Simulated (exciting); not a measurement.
# Cu: equation of state with PBEsol

Crystal: Cu.

```
CELL_PARAMETERS angstrom
-1.44279 1.44279 1.37608
1.44279 -1.44279 1.37608
1.44279 1.44279 -1.37608
ATOMIC_POSITIONS crystal
Cu 0.00000 0.00000 0.00000
```

This isn't the form of Cu at room conditions, which is fcc.

```yaml
Program: exciting (release sodium)
Task: equation of state
Functional: PBEsol
Potentials_or_basis: all-electron LAPW+lo, shipped species files, valence relativity iora*
rgkmax: 9
k_mesh: 13 × 13 × 13
Occupations: fermi-dirac, width 0.05 eV
Spin: no spin polarisation
gmaxvr_cutoff_of_density_and_potential: 14 1/bohr
lmaxapw_and_lmaxmat: 10
lmaxvr: 8
nempty: 12
Valence_relativity: iora*
Muffin-tin_radii: Cu 2.0 bohr
```

```
Equilibrium volume                        : 11.37 Å³/atom
Bulk modulus at fixed shape and positions : 166 GPa
Pressure derivative of the bulk modulus   : 5.3 (rough: it moves with the points fitted)
```

Energy against volume, from the lowest point:
```tsv
volume (Å³/atom)	energy (meV/atom)
10.771	17.79
11.000	6.51
11.229	0.43
11.458	0.00
11.687	4.08
11.916	12.31
12.146	23.71
```

Caveat: the cell was scaled at fixed shape and fractional positions, which overstates the stiffness of a crystal with free parameters, most of all of layers and chains.
